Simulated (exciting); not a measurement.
# Sb (Pm-3m) in exciting: reference runs

Aim: a first look at Sb with PBE, on the cell as given and on a disturbed one.

All numbers are computed with exciting (release sodium); they aren't measurements. Logs are shortened: lines on timing, memory, paths and dates and some standing lists are left out, and cuts for length are marked.

### 1 The structure

It takes space group Pm-3m (No. 221, cubic). The conventional cell has a = 3.160 Å, b = 3.160 Å, c = 3.160 Å, α = 90.00°, β = 90.00°, γ = 90.00°. Around Sb (site symmetry m-3m) lie 6 Sb at 3.16 Å.

This isn't the form of Sb at room conditions, which is rhombohedral.

### 2 Single point, PBE

Input file input.xml:

```xml
<input>
  <title>Sb</title>
  <structure speciespath="./" tshift="false">
    <crystal scale="1">
      <basevect>5.971534553817 0.000000000000 0.000000000000</basevect>
      <basevect>0.000000000000 5.971534553817 0.000000000000</basevect>
      <basevect>0.000000000000 0.000000000000 5.971534553817</basevect>
    </crystal>
    <species speciesfile="Sb.xml" rmt="2.29">
      <atom coord="0.000000000000 0.000000000000 0.000000000000"/>
    </species>
  </structure>
  <groundstate do="fromscratch" ngridk="8 8 8" rgkmax="7.5" gmaxvr="14" lmaxapw="10" lmaxmat="10" lmaxvr="8" xctype="GGA_PBE" stype="Fermi Dirac" swidth="0.00183747" nempty="8" ValenceRelativity="iora*" epsengy="1e-06" epspot="1e-06" maxscl="80" tforce="true" outputlevel="normal"/>
</input>
```

Potentials or basis: all-electron LAPW+lo, shipped species files, valence relativity iora*.

On the command line:

```
OMP_NUM_THREADS=1 exciting_smp
```

INFO.OUT:

```text
================================================================================
EXCITING SODIUM started
[... 10 lines left out ...]

 Lattice vectors (cartesian) :
      5.9715345538      0.0000000000      0.0000000000
      0.0000000000      5.9715345538      0.0000000000
      0.0000000000      0.0000000000      5.9715345538

 Reciprocal lattice vectors (cartesian) :
      1.0521893913      0.0000000000      0.0000000000
      0.0000000000      1.0521893913      0.0000000000
      0.0000000000      0.0000000000      1.0521893913

 Unit cell volume                           :     212.9402938165
 Brillouin zone volume                      :       1.1648815215

 Species :    1 (Sb)
     parameters loaded from                 :    Sb.xml
     name                                   :    antimony
     nuclear charge                         :     -51.00000000
     electronic charge                      :      51.00000000
     atomic mass                            :  221954.90190000
     muffin-tin radius                      :       2.29000000
     # of radial points in muffin-tin       :     400

     atomic positions (lattice) :
[... 7 lines left out ...]
 Number of crystal symmetries               :      48

 k-point grid                               :       8    8    8
 Total number of k-points                   :      35
 k-point set is reduced with crystal symmetries

 R^MT_min * |G+k|_max (rgkmax)              :       7.50000000
 Species with R^MT_min                      :       1 (Sb)
 Maximum |G+k| for APW functions            :       3.27510917
 Maximum |G| for potential and density      :      14.00000000

 G-vector grid sizes                        :      27    27    27
 Total number of G-vectors                  :    9843

 Maximum angular momentum used for
     APW functions                          :      10
     computing H and O matrix elements      :      10
     potential and density                  :       8
     inner part of muffin-tin               :       2

 Total nuclear charge                       :     -51.00000000
 Total electronic charge                    :      51.00000000
 Total core charge                          :      36.00000000
 Total valence charge                       :      15.00000000

 Number of empty states                     :       8
 Total number of valence states             :      16

 Maximum Hamiltonian size                   :     150
 Maximum number of plane-waves              :     136
 Total number of local-orbitals             :      14

 Exchange-correlation type                  :      20
[... 23 lines left out ...]
+ SCF iteration number :    1                                                  +
++++++++++++++++++++++++++++++++++++++++++++++++++++++++++++++++++++++++++++++++
 Total energy                               :     -6482.78784713
 _______________________________________________________________
 Fermi energy                               :         0.22462527
 Kinetic energy                             :      6842.62387428
 Coulomb energy                             :    -13154.69246166
 Exchange energy                            :      -167.96100950
 Correlation energy                         :        -2.75825025

 DOS at Fermi energy (states/Ha/cell)       :        26.87484492

 Electron charges :
     core                                   :        36.00000000
     core leakage                           :         0.00395555
     valence                                :        15.00000000
     interstitial                           :         2.95925575
     charge in muffin-tin spheres :
                  atom     1    Sb          :        48.04074425
     total charge in muffin-tins            :        48.04074425
     total charge                           :        51.00000000

++++++++++++++++++++++++++++++++++++++++++++++++++++++++++++++++++++++++++++++++
+ SCF iteration number :    2                                                  +
++++++++++++++++++++++++++++++++++++++++++++++++++++++++++++++++++++++++++++++++
 Total energy                               :     -6483.10503418
 _______________________________________________________________
 Fermi energy                               :         0.22136184
 Kinetic energy                             :      6842.25967072
 Coulomb energy                             :    -13154.64222582
 Exchange energy                            :      -167.96423537
 Correlation energy                         :        -2.75824371

 DOS at Fermi energy (states/Ha/cell)       :        26.85303639

 Electron charges :
     core                                   :        36.00000000
     core leakage                           :         0.00394394
     valence                                :        15.00000000
     interstitial                           :         2.95570908
     charge in muffin-tin spheres :
                  atom     1    Sb          :        48.04429092
     total charge in muffin-tins            :        48.04429092
     total charge                           :        51.00000000

 RMS change in effective potential (target) :  0.341118E-01  ( 0.100000E-05)
 Absolute change in total energy   (target) :  0.317187      ( 0.100000E-05)
 Charge distance                   (target) :  0.170454E-03  ( 0.100000E-04)
 Abs. change in max-nonIBS-force   (target) :   0.00000      ( 0.500000E-04)

++++++++++++++++++++++++++++++++++++++++++++++++++++++++++++++++++++++++++++++++
+ SCF iteration number :    3                                                  +
++++++++++++++++++++++++++++++++++++++++++++++++++++++++++++++++++++++++++++++++
 Total energy                               :     -6483.30315931
 _______________________________________________________________
 Fermi energy                               :         0.21872451
 Kinetic energy                             :      6841.99903055
 Coulomb energy                             :    -13154.57833879
 Exchange energy                            :      -167.96562216
 Correlation energy                         :        -2.75822891

 DOS at Fermi energy (states/Ha/cell)       :        26.83876893

 Electron charges :
     core                                   :        36.00000000
     core leakage                           :         0.00393627
     valence                                :        15.00000000
     interstitial                           :         2.95333879
     charge in muffin-tin spheres :
                  atom     1    Sb          :        48.04666121
     total charge in muffin-tins            :        48.04666121
     total charge                           :        51.00000000
[... 241 lines left out ...]
 DOS at Fermi energy (states/Ha/cell)       :        26.81231295

 Electron charges :
     core                                   :        36.00000000
     core leakage                           :         0.00392296
     valence                                :        15.00000000
     interstitial                           :         2.95001248
     charge in muffin-tin spheres :
                  atom     1    Sb          :        48.04998752
     total charge in muffin-tins            :        48.04998752
     total charge                           :        51.00000000

 RMS change in effective potential (target) :  0.186319E-08  ( 0.100000E-05)
 Absolute change in total energy   (target) :  0.174497E-06  ( 0.100000E-05)
 Charge distance                   (target) :  0.183909E-09  ( 0.100000E-04)
 Abs. change in max-nonIBS-force   (target) :   0.00000      ( 0.500000E-04)

++++++++++++++++++++++++++++++++++++++++++++++++++++++++++++++++++++++++++++++++
+ SCF iteration number :   13                                                  +
++++++++++++++++++++++++++++++++++++++++++++++++++++++++++++++++++++++++++++++++
 Total energy                               :     -6483.63032237
 _______________________________________________________________
 Fermi energy                               :         0.21192275
 Kinetic energy                             :      6841.46836610
 Coulomb energy                             :    -13154.37512707
 Exchange energy                            :      -167.96540112
 Correlation energy                         :        -2.75816027

 DOS at Fermi energy (states/Ha/cell)       :        26.81231250

 Electron charges :
     core                                   :        36.00000000
     core leakage                           :         0.00392296
     valence                                :        15.00000000
     interstitial                           :         2.95001248
     charge in muffin-tin spheres :
                  atom     1    Sb          :        48.04998752
     total charge in muffin-tins            :        48.04998752
     total charge                           :        51.00000000

 RMS change in effective potential (target) :  0.206805E-08  ( 0.100000E-05)
 Absolute change in total energy   (target) :  0.265336E-07  ( 0.100000E-05)
 Charge distance                   (target) :  0.133937E-09  ( 0.100000E-04)
 Abs. change in max-nonIBS-force   (target) :   0.00000      ( 0.500000E-04)

++++++++++++++++++++++++++++++++++++++++++++++++++++++++++++++++++++++++++++++++
| Convergency criteria checked for the last 2 iterations                       +
| Convergence targets achieved. Performing final SCF iteration                 +
++++++++++++++++++++++++++++++++++++++++++++++++++++++++++++++++++++++++++++++++
 Total energy                               :     -6483.63032232
 _______________________________________________________________
 Fermi energy                               :         0.21192275
 Kinetic energy                             :      6841.46836609
 Coulomb energy                             :    -13154.37512702
 Exchange energy                            :      -167.96540112
 Correlation energy                         :        -2.75816027

 DOS at Fermi energy (states/Ha/cell)       :        26.81231290

 Electron charges :
     core                                   :        36.00000000
     core leakage                           :         0.00392296
     valence                                :        15.00000000
     interstitial                           :         2.95001248
     charge in muffin-tin spheres :
                  atom     1    Sb          :        48.04998752
     total charge in muffin-tins            :        48.04998752
     total charge                           :        51.00000000

++++++++++++++++++++++++++++++++++++++++++++++++++++++++++++++++++++++++++++++++
+ Self-consistent loop stopped                                                 +
++++++++++++++++++++++++++++++++++++++++++++++++++++++++++++++++++++++++++++++++
 STATE.OUT is written

--------------------------------------------------------------------------------
- Writing atomic positions and forces                                          -
--------------------------------------------------------------------------------

 Atomic positions (lattice) :
 atom     1  Sb  :     0.00000000    0.00000000    0.00000000

 Total atomic forces including IBS (cartesian) :
 atom     1  Sb  :     0.00000000    0.00000000    0.00000000

 Atomic force components including IBS (cartesian) :
 atom     1  Sb  :     0.00000000    0.00000000    0.00000000   HF force
                 :     0.00000000    0.00000000    0.00000000   core correction
                 :     0.00000000    0.00000000    0.00000000   IBS correction

********************************************************************************
[... 7 lines left out ...]
| EXCITING SODIUM stopped                                                      =
================================================================================
```

Wall time 15 s (1 thread of Intel Xeon Platinum 8375C at 2.90GHz (Ice Lake), shared host); peak memory 0.11 GiB.

Results:

```
Free energy                                       : -176428.5762 eV
Band gap on the k mesh                            : none (metal or under the smearing width)
All electrons inside the program's atomic spheres : Sb 48.05 (radii Sb 2.29 bohr)
```

Levels at points of the mesh, in eV from the Fermi level:
```csv
k point,band 6,band 7,band 8,band 9,band 10,band 11
"(0.00, 0.00, 0.00)",-11.92,3.17,3.17,3.17,7.13,7.13
"(0.50, 0.00, 0.00)",-9.69,-5.14,4.99,4.99,9.36,10.49
"(0.50, 0.50, 0.00)",-7.37,-3.24,-3.24,2.48,6.82,13.08
"(0.50, 0.50, 0.50)",-4.81,-1.46,-1.46,-1.46,5.04,5.04
```

Caveat: rgkmax is low for these elements, so energy differences scatter by about 1 meV per atom; the log's total energy holds no entropy term; the free energy is that total less TS from the occupations.

### 3 Single point, PBE (cell strained at random at fixed volume)

Input file input.xml:

```xml
<input>
  <title>Sb</title>
  <structure speciespath="./" tshift="false">
    <crystal scale="1">
      <basevect>6.015122976608 -0.017304222123 -0.149792920721</basevect>
      <basevect>-0.017304222123 5.928463915985 -0.106833776730</basevect>
      <basevect>-0.149792920721 -0.106833776730 5.977052554101</basevect>
    </crystal>
    <species speciesfile="Sb.xml" rmt="2.29">
      <atom coord="0.003503000000 0.003065000000 -0.021741000000"/>
    </species>
  </structure>
  <groundstate do="fromscratch" ngridk="8 8 8" rgkmax="7.5" gmaxvr="14" lmaxapw="10" lmaxmat="10" lmaxvr="8" xctype="GGA_PBE" stype="Fermi Dirac" swidth="0.00183747" nempty="8" ValenceRelativity="iora*" epsengy="1e-06" epspot="1e-06" maxscl="80" tforce="true" outputlevel="normal"/>
</input>
```

Potentials or basis: all-electron LAPW+lo, shipped species files, valence relativity iora*.

On the command line:

```
OMP_NUM_THREADS=1 exciting_smp
```

Run time: 98 s. Hardware: 1 thread of Intel Xeon Platinum 8375C at 2.90GHz (Ice Lake), shared host; peak memory 0.11 GiB.

The run converged. Its results:

```yaml
Free_energy: -176428.5751 eV
Band_gap_on_the_k_mesh: none (metal or under the smearing width)
All_electrons_inside_the_program's_atomic_spheres: Sb 48.05 (radii Sb 2.29 bohr)
```

Levels at points of the mesh, in eV from the Fermi level:
| k point | band 4 | band 5 | band 6 | band 7 | band 8 | band 9 | band 10 | band 11 |
| --- | --- | --- | --- | --- | --- | --- | --- | --- |
| (0.00, 0.00, 0.00) | -28.90 | -28.90 | -11.93 | 2.92 | 3.19 | 3.39 | 7.04 | 7.20 |
| (0.50, 0.00, 0.00) | -28.92 | -28.89 | -9.78 | -5.13 | 4.80 | 5.14 | 9.26 | 10.64 |
| (0.00, 0.50, 0.00) | -28.90 | -28.89 | -9.61 | -5.17 | 4.81 | 5.07 | 9.33 | 10.41 |
| (0.50, 0.50, 0.00) | -28.92 | -28.84 | -7.36 | -3.35 | -3.14 | 2.47 | 6.68 | 12.81 |
| (0.00, 0.00, 0.50) | -28.91 | -28.89 | -9.71 | -5.15 | 4.71 | 5.14 | 9.20 | 10.57 |
| (0.50, 0.00, 0.50) | -28.92 | -28.84 | -7.49 | -3.53 | -2.98 | 2.47 | 6.88 | 12.94 |
| (0.00, 0.50, 0.50) | -28.93 | -28.84 | -7.29 | -3.43 | -3.02 | 2.49 | 6.60 | 12.73 |
| (0.50, 0.50, 0.50) | -28.85 | -28.84 | -4.85 | -1.78 | -1.53 | -1.10 | 4.68 | 5.02 |

Caveat: rgkmax is low for these elements, so energy differences scatter by about 1 meV per atom; the log's total energy holds no entropy term; the free energy is that total less TS from the occupations. The run has no spin-orbit coupling, so splittings on Sb are missing.
